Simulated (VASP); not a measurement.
**N2: relaxation of the atoms with PBE**

N2, in a box:

```
N
1.0
    10.00000    0.00000    0.00000
     0.00000   10.50000    0.00000
     0.00000    0.00000   11.00000
N
2
Cartesian
  5.0000 5.2500 6.0650
  5.0000 5.2500 4.9350
```

```
Program                : VASP 6.6.1
Task                   : relaxation of the atoms
Functional             : PBE
Potentials or basis    : VASP PAW PBE potentials, release 64 (N)
Cutoff                 : 520 eV
k mesh                 : 1 × 1 × 1
Occupations            : gaussian, width 0.05 eV
Spin                   : no spin polarisation
Further INCAR settings : ALGO = Normal; EDIFF = 1e-06; IBRION = 2; EDIFFG = -0.02; NSW = 60
```

```json
{"Energy gained by relaxing": "10.2 meV/atom", "Ionic steps": "5", "Largest force after relaxing": "0.018 eV/Å", "Gap between the frontier levels": "8.07 eV"}
```

Forces in eV/Å, atoms in the order of the input:
```
N    0.000  0.000  0.018
N    0.000  0.000 -0.018
```

Step by step:
```
step  energy change (eV)  largest force (eV/Å)  pressure (GPa)
   1              0.0000                2.3781           -0.13
   2              5.9555               72.1131            2.93
   3             -0.0138                1.3794           -0.08
   4             -0.0183                0.7833           -0.05
   5             -0.0204                0.0177           -0.01
```

Final structure:
```
N
1.0
    10.00000    0.00000    0.00000
     0.00000   10.50000    0.00000
     0.00000    0.00000   11.00000
N
2
Cartesian
  5.0000 5.2500 6.0565
  5.0000 5.2500 4.9435
```

Levels at points of the mesh, in eV from the valence-band top:
```csv
k point,band 1,band 2,band 3,band 4,band 5,band 6,band 7,band 8,band 9
"(0.00, 0.00, 0.00)",-17.99,-3.35,-1.34,-1.34,0.00,8.07,8.07,9.90,11.05
```

Wall time 4.5 min on 1 thread of AMD EPYC 7R13 Processor (Zen 3), with other jobs on the host, peak memory 0.99 GiB.

Caveat: the standard files for N, O and F lose accuracy on very short bonds. A hybrid or GW would open this gap; PBE tends to underestimate it.
